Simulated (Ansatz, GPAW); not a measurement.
This is a calculation of Ge for GPAW 26.7.0 (ASE script). This isn't the form of Ge at room conditions, which is diamond.

File run.py:

```python
from ase import Atoms
from ase.dft.bandgap import bandgap
from ase.io import write
from ase.units import Bohr, GPa
from gpaw import GPAW, PW, setup_paths
from gpaw.elf import elf_from_dft_calculation

setup_paths.insert(0, '.')

atoms = Atoms(['Ge', 'Ge', 'Ge', 'Ge'],
              cell=[[4.0504045371, 0.0, 0.0],
                    [-2.0252022685, 3.5077532247, 0.0],
                    [0.0, 0.0, 10.993359]],
              scaled_positions=[[0.6666666667, 0.3333333333, 0.414848],
                                [0.3333333333, 0.6666666667, 0.914848],
                                [0.0, 0.0, 0.477452],
                                [0.0, 0.0, 0.977452]],
              pbc=True)

calc = GPAW(mode=PW(600),
            xc='PBEsol',
            kpts={'size': (8, 8, 3), 'gamma': True},
            occupations={'name': 'fermi-dirac', 'width': 0.05},
            nbands=18,
            convergence={'density': 1e-05, 'energy': 1e-05},
            maxiter=150,
            txt='gpaw.txt')
atoms.calc = calc
energy = atoms.get_potential_energy()
forces = atoms.get_forces()
stress = atoms.get_stress()
calc.write('gs.gpw')
write('result.traj', atoms)
print(f'Energy: {energy:.6f} eV')
print('Forces (eV/A):')
print(forces.round(4))
print('Stress (GPa):', (stress / GPa).round(3))
print('Fermi level:', round(calc.get_fermi_level(), 4), 'eV')
print(f'Gap: {bandgap(calc)[0]:.4f} eV, direct: {bandgap(calc, direct=True)[0]:.4f} eV')

# fields on the real-space grid
write('density.cube', atoms, data=calc.get_pseudo_density() * Bohr**3)
write('potential.cube', atoms, data=calc.get_electrostatic_potential())
write('elf.cube', atoms, data=elf_from_dft_calculation(calc).data)
```

Potentials or basis: PAW data sets generated in the run's folder for this functional, pw.

Launch:

```bash
$ gpaw-setup -f PBEsol Ge
$ OMP_NUM_THREADS=1 python run.py
```

Task: Translate it to Ansatz 0.2.0. Potentials or basis there: Ansatz PAW, cutoff 420 eV.

Result: As run (cutoffs and basis follow the program's own potentials, and thresholds, step limits or extra output files can differ):

Contents of input.yaml:

```yaml
crystal:
  lattice:
    - [4.0504045371, 0.0, 0.0]
    - [-2.0252022685, 3.5077532247, 0.0]
    - [0.0, 0.0, 10.993359]
  atoms:
    - { symbol: Ge, position: [0.6666666667, 0.3333333333, 0.414848] }
    - { symbol: Ge, position: [0.3333333333, 0.6666666667, 0.914848] }
    - { symbol: Ge, position: [0.0, 0.0, 0.477452] }
    - { symbol: Ge, position: [0.0, 0.0, 0.977452] }
hamiltonian:
  xc: pbesol
  pseudopotentials: { kind: paw }
kpoints:
  mp_grid: { grid: [8, 8, 3] }
scf:
  occupations: { method: fermi_dirac, width: 0.05 }
output:
  forces: true
  stress: true
  eigenvalues: true
```

Potentials or basis: Ansatz PAW.

The run is started by

```sh
$ ansatz run input.yaml --threads 1 --pin off --max-ram 3584MiB --backend cpu --events-out ev --progress --plain --runs-dir out
```

Both were run:

|  | GPAW | Ansatz |
| --- | --- | --- |
| Pressure | -1.5 GPa | -1.6 GPa |

Ansatz's pressure holds a Pulay term of +0.01 GPa for its cutoff of 420 eV, which the other run lacks.

The potentials hold 16 and 56 valence electrons a cell.

Ansatz's potentials were made for PBE.

Where Ansatz's input types no cutoff or centring, it takes its own default and a Γ-centred mesh.

Pressure is positive in compression.
